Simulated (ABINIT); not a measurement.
Crystal: Se.

```
Se
1.0
     4.36620    0.00000    0.00000
    -2.18310    3.78124    0.00000
     0.00000    0.00000    4.95360
Se
3
Direct
  0.77460 0.77460 0.00000
  0.00000 0.22540 0.66667
  0.22540 0.00000 0.33333
```

Base run:

| Item | Value |
| --- | --- |
| Program | ABINIT 10.8.3 (patched build) |
| Functional | rPW86PBE |
| Potentials or basis | JTH PAW PBE v2.0 |
| Cutoff | 408 eV |
| k mesh | 7 × 7 × 6 |
| Occupations | fermi-dirac, width 0.05 eV |
| Spin | no spin polarisation |

Its results: band gap on the k mesh 1.19 eV, indirect (least direct gap 1.48 eV); pressure 5.4 GPa; largest force 0.783 eV/Å.

Q: The run is repeated on the same cell with these changes: functional from rPW86PBE to HCTH407. What comes out?

A: Band gap on the k mesh 1.34 eV, indirect (least direct gap 1.57 eV); pressure 4.1 GPa; largest force 0.150 eV/Å.

Caveats: the PAW data sets were made with another functional, which shifts forces and pressure a little; the mesh misses the band edges, which the band path finds closer together.

Not every run made on this cell is shown here.
